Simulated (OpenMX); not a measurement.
Sn in OpenMX: the effect of biaxial strain

Sn:

```
Sn
1.0
     0.00000    3.10401    3.23334
     3.10401    0.00000    3.23334
     3.10401    3.10401    0.00000
Sn
2
Direct
  0.75000 0.75000 0.75000
  0.50000 0.50000 0.50000
```

Alike in all runs:

```yaml
Program: OpenMX 3.8.5
Task: single point
Functional: PBE
Potentials_or_basis: OpenMX 2013 PBE set, Sn7.0-s3p2d2, grid cutoff 500 Ry
k_mesh: 5 × 5 × 5
Occupations: fermi-dirac, width 0.05 eV
Spin: no spin polarisation
```

Problem. One run gave: pressure 2.7 GPa. Which biaxial strain did it use?
A. 0 %
B. 4 %
C. -4 %
D. 2 %
E. -2 %

Solution. A.

```tsv
biaxial strain	pressure (GPa)
-4 %	7.5
-2 %	4.7
0 %	2.7
2 %	1.3
4 %	0.5
```

Caveats: the basis of atomic orbitals isn't converged, which shifts pressures, moduli and gaps.
